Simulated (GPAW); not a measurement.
Here is a GPAW 26.7.0 calculation.

Contents of run.py:

```python
import numpy as np
from ase.dft.bandgap import bandgap
from ase.io import read, write
from gpaw import GPAW, PW
from gpaw.response.df import DielectricFunction

atoms = read('GaN.xyz')

calc = GPAW(mode=PW(600),
            xc='PBE',
            kpts={'size': (8, 8, 4), 'gamma': True},
            occupations={'name': 'fermi-dirac', 'width': 0.001},
            nbands=18,
            convergence={'density': 1e-06},
            maxiter=150,
            txt='gpaw.txt')
atoms.calc = calc
energy = atoms.get_potential_energy()
calc.write('gs.gpw')
write('result.traj', atoms)
print(f'Energy: {energy:.6f} eV')
print('Fermi level:', round(calc.get_fermi_level(), 4), 'eV')
print(f'Gap: {bandgap(calc)[0]:.4f} eV, direct: {bandgap(calc, direct=True)[0]:.4f} eV')

for size in [(15, 15, 8)]:
    name = 'x'.join(str(n) for n in size)
    dense = calc.fixed_density(kpts={'size': size, 'gamma': True},
                               nbands=54, convergence={'bands': 48, 'eigenstates': 1e-7},
                               update_fermi_level=True, txt=f'dense-{name}.txt')
    dense.write(f'{name}.gpw', mode='all')
    df = DielectricFunction(f'{name}.gpw', frequencies=np.array([0.0]), hilbert=False, eta=0.001,
                            ecut=80, nbands=48, intraband=False, txt=f'df-{name}.txt')
    for xc in ['RPA']:
        for direction in ['x', 'y', 'z', [0, 1, 1], [1, 0, 1], [1, 1, 0]]:
            e0, e = df.get_macroscopic_dielectric_constant(xc=xc, direction=direction)
            print(f'{name} {xc} {direction}: {e0:.4f} without, {e:.4f} with local fields')
```

GaN.xyz

```xyz
4
Lattice="3.2010602164 0.0000000000 0.0000000000 -1.6005301082 2.7721994664 0.0000000000 0.0000000000 0.0000000000 5.2002129176" Properties=species:S:1:pos:R:3 pbc="T T T"
Ga     1.6005301084      0.9240664887      2.6001064588
Ga    -0.0000000002      1.8481329777      0.0000000000
N      1.6005301084      0.9240664887      4.5501863029
N     -0.0000000002      1.8481329777      1.9500798441
```

Potentials or basis: GPAW PAW data sets (gpaw-data 1.2.1), pw.

Command:

```bash
$ OMP_NUM_THREADS=1 python run.py
```

Question: What does it give for the electronic dielectric tensor (diagonal)?

Answer: 5.47, 5.47, 5.57.

Question: Estimate the band gap on the k mesh.

Answer: 1.91 eV, direct.

Electronic dielectric tensor:
```
5.47 0.00 0.00
0.00 5.47 0.00
0.00 0.00 5.57
```

Caveat: the long-wavelength limit can be off by a per cent or two; an odd mesh through Γ misses points on the zone boundary, where band edges often lie.

**Measured values to compare with.**

“Studying electronic properties in GaN without electrical contacts using γ-γ vs e−-γ Perturbed Angular Correlations”, 2019, pmc:6823545 quotes, for a bulk crystal of GaN: band gap 3.503 ± 0.005 eV (direct).

Measured gap of GaN: 3.503 eV (direct; quoted in “Studying electronic properties in GaN without electrical contacts using γ-γ vs e−-γ Perturbed Angular Correlations”, 2019, pmc:6823545). This calculation gives 1.91 eV (-1.59 eV). Spin-orbit coupling on Ga is left out. The value is that of PBE on a finite k mesh, which can miss the band edges, without temperature or zero-point motion. Semilocal functionals fall short of measured gaps as a rule.
